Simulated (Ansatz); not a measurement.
The system is Bi.

```
Bi
1.0
    -1.98143    1.98143    1.98143
     1.98143   -1.98143    1.98143
     1.98143    1.98143   -1.98143
Bi
1
Cartesian
  0.0000 0.0000 0.0000
```

This isn't the form of Bi at room conditions, which is rhombohedral.

Base run:

```yaml
Program: Ansatz 0.2.0
Functional: m-r2SCAN
Potentials_or_basis: Ansatz PAW
Cutoff: "500 eV (not typed: the program's choice for these potentials)"
k_mesh: 9 × 9 × 9
Occupations: fermi-dirac, width 0.05 eV
Spin: no spin polarisation
```

Its results: band gap on the k mesh none (metal or under the smearing width); pressure 0.1 GPa.

Problem. After a change of settings the same cell gave: band gap on the k mesh none (metal or under the smearing width); pressure -2.0 GPa. Which change was it?
A. functional from m-r2SCAN to revPBE; cutoff from 500 eV (not typed: the program's choice for these potentials) to 420 eV (not typed: the program's choice for these potentials)
B. functional from m-r2SCAN to PBEsol; cutoff from 500 eV (not typed: the program's choice for these potentials) to 420 eV (not typed: the program's choice for these potentials)
C. functional from m-r2SCAN to LDA; cutoff from 500 eV (not typed: the program's choice for these potentials) to 420 eV (not typed: the program's choice for these potentials)

Solution. B.

Caveats: spin-orbit coupling is left out, which moves the levels of the heavy elements; the PAW data sets come from PBE, with cores solved anew for the run's functional, which leaves a small shift of forces and pressure.

Runs at the PBE level aren't shown here.
